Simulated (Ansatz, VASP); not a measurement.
## Two plane-wave programs on Ti

File INCAR:

```
PREC = Accurate
ENCUT = 520
EDIFF = 1E-6
ISMEAR = -1
SIGMA = 0.1
LREAL = False
LASPH = True
NELM = 100
ALGO = Normal
ISIF = 2
LWAVE = False
LCHARG = False
GGA = PS
NBANDS = 19
```

Contents of KPOINTS:

```
Automatic mesh
0
Gamma
  11 11 11
```

File POSCAR:

```
Ti
1.0
    0.0000000000      2.8387640080      2.8387640080
    2.8387640080      0.0000000000      2.8387640080
    2.8387640080      2.8387640080      0.0000000000
Ti
2
Direct
    0.1250000000      0.1250000000      0.1250000000
    0.8750000000      0.8750000000      0.8750000000
```

Input for Ansatz:

```yaml
crystal:
  lattice:
    - [0.0, 2.838764008, 2.838764008]
    - [2.838764008, 0.0, 2.838764008]
    - [2.838764008, 2.838764008, 0.0]
  atoms:
    - { symbol: Ti, position: [0.125, 0.125, 0.125] }
    - { symbol: Ti, position: [0.875, 0.875, 0.875] }
hamiltonian:
  xc: pbesol
  pseudopotentials:
    kind: paw
    azcp:
      Ti: "pseudopotentials/Ti.paw.azcp"
basis:
  ecutwfc: 420
  fft_grid_basis: typed
kpoints:
  mp_grid: { grid: [11, 11, 11], shift: [0, 0, 0] }
magnetization:
  spin_polarized: false
scf:
  occupations: { method: fermi_dirac, width: 0.1 }
  lower_state_search: "off"
output:
  stress: true
  write_density: true
  write_potential: true
  elf: true
  volumetric_format: npy
```

Alike in both runs: task single point; functional PBEsol; k mesh 11 × 11 × 11; occupations fermi-dirac, width 0.1 eV; no spin polarisation.

|  | VASP | Ansatz |
| --- | --- | --- |
| version | VASP 6.6.1 | Ansatz 0.2.0 |
| potentials or method | VASP PAW PBE potentials, release 64 (Ti_sv) | plane waves (420 eV) with PAW, scalar-relativistic |
| plane-wave cutoff (eV) | 520 | 420 |
| valence electrons in the cell | 24 | 24 |

|  | VASP | Ansatz | Ansatz less VASP |
| --- | --- | --- | --- |
| pressure (GPa) | -2.4 | -2.4 | -0.06 |

The functional is the same, so the differences come from potentials, cutoffs and numerics. Ansatz warned: «pseudo_functional_mismatch».

Caveats: the PAW data sets were made with another functional, which shifts forces and pressure a little (VASP).
